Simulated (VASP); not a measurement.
Write the native input for VASP 6.6.1 that does the following.

| Property | Result |
| --- | --- |
| Task | band structure |
| Functional | r2SCAN |
| Potentials or basis | VASP PAW PBE potentials, release 64 (B, N) |
| Cutoff | 520 eV |
| k mesh | 12 × 12 × 4 |
| Occupations | gaussian, width 0.03 eV |
| Spin | no spin polarisation |
| Further INCAR settings | ALGO = Normal; EDIFF = 1e-07; NBANDS = 16 |

The structure of BN lies in POSCAR:

```
BN                                      
1.0
    2.5065023620      0.0000000000     -0.0000000000
   -1.2532511809      2.1706947202     -0.0000000000
   -0.0000000000      0.0000000000      6.5737408833
  B               N             
     2     2
Direct
     0.3333333332999970    0.6666666667000030    0.2500000000000000
     0.6666666667000030    0.3333333332999970    0.7500000000000000
     0.3333333332999970    0.6666666667000030    0.7500000000000000
     0.6666666667000030    0.3333333332999970    0.2500000000000000
```

One way to write it, as run:

INCAR

```
SYSTEM = BN
ALGO     = Normal         ! electronic algorithm
EDIFF    = 1E-7           ! SCF threshold, eV
ENCUT    = 520            ! plane-wave cutoff, eV
ISIF     = 2              ! what is computed and relaxed
ISMEAR   = 0              ! smearing method
KPAR     = 2            
LASPH    = .TRUE.         ! aspherical terms in the spheres
LCHARG   = .FALSE.        ! write CHGCAR
LMIXTAU  = .TRUE.       
LREAL    = .FALSE.        ! projectors in reciprocal space
LWAVE    = .FALSE.        ! write WAVECAR
METAGGA  = R2SCAN         ! meta-GGA
NBANDS   = 16             ! bands
NELM     = 80             ! most SCF steps
PREC     = Accurate       ! precision mode
SIGMA    = 0.03           ! smearing width, eV
```

KPOINTS

```
k-points
0
G
  12 12 4
  0 0 0
```

KPOINTS_OPT

```
explicit points
258
Reciprocal
 0.0000000000  0.0000000000  0.0000000000 1
 0.0263157895  0.0000000000  0.0000000000 1
 0.0526315789  0.0000000000  0.0000000000 1
 0.0789473684  0.0000000000  0.0000000000 1
 0.1052631579  0.0000000000  0.0000000000 1
 0.1315789474  0.0000000000  0.0000000000 1
[... 250 lines left out ...]
 0.5000000000  0.0000000000  0.0369636600 1
 0.5000000000  0.0000000000 -0.0369636600 1
```

Potentials or basis: VASP PAW PBE potentials, release 64 (B, N).

Command:

```console
$ cat potpaw_PBE.64/B/POTCAR potpaw_PBE.64/N/POTCAR > POTCAR
$ mpirun -np 2 vasp_std > vasp.out
```

It gave:

* Pressure: -0.8 GPa
* Band gap on the k mesh: 4.85 eV, indirect (least direct gap 5.26 eV)
* Band gap along the path: 4.81 eV, indirect (least direct gap 5.26 eV)

Caveat: the PAW data sets were made with another functional, which shifts forces and pressure a little.

It took 2.5 min on 2 MPI ranks on AMD EPYC 9R45 (Zen 5), with other jobs on the host, peak memory 0.16 GiB a rank.
